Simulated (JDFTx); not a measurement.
# ZrS2 under changes of volume

One of the cells (23.763 Å³/atom); the others are scaled copies at fixed shape and fractional positions:

```
Zr S
1.0
     3.69138    0.00000    0.00000
    -1.84569    3.19683    0.00000
     0.00000    0.00000    6.04108
Zr S
1 2
Direct
  0.00000 0.00000 0.00000
  0.33333 0.66667 0.23791
  0.66667 0.33333 0.76209
```

The cell is a database's computed one.

| Quantity | Value |
| --- | --- |
| Program | JDFTx 1.7.0 (patched build) |
| Functional | PBEsol |
| Potentials or basis | PseudoDojo-SR-PBEsol-0.4.1-standard with smoothed tails |
| Cutoff | 898 eV |
| Density cutoff | 7184 eV |
| k mesh | 8 × 8 × 5 |
| Occupations | fermi-dirac, width 0.05 eV |
| Spin | no spin polarisation |

```csv
volume (Å³/atom),energy over the lowest point (meV/atom),pressure (GPa),gap on the mesh (eV),largest force (eV/Å)
22.337,7.63,3.4,0.94,0.613
22.813,0.76,1.2,0.95,0.342
23.288,0.00,-0.7,0.97,0.090
23.763,4.76,-2.5,0.98,0.143
24.238,14.50,-4.1,0.99,0.360
24.714,28.71,-5.5,1.00,0.562
25.189,?,?,?,?
```

Task: What does the run at 25.189 Å³/atom give?

Result: Energy over the lowest point 46.96 meV/atom; pressure -6.8 GPa; gap on the mesh 1.01 eV; largest force 0.749 eV/Å.

Worked out: A Birch-Murnaghan fit of order 3 (a polynomial in V^(-2/3)) to the other rows has its minimum at 23.11 Å³/atom with B0 = V·E''(V) = 94 GPa and B' = 4.1 at fixed shape and positions, which overstates the stiffness. It gives 46.94 meV/atom at 25.189 Å³/atom, against the run's 46.96, and -dE/dV = -6.8 GPa, against -6.8. A straight line through the other rows of the gap, of slope 0.608 eV per unit of ln V, extrapolates to 1.01 eV, against the run's 1.01.

Energies are extrapolated to zero smearing.

Caveats: an odd mesh through Γ misses points on the zone boundary, where band edges often lie; this functional lacks dispersion, which binds the layers, so the pressure and a relaxed spacing across them are unreliable. Spin-orbit coupling on Zr is left out.
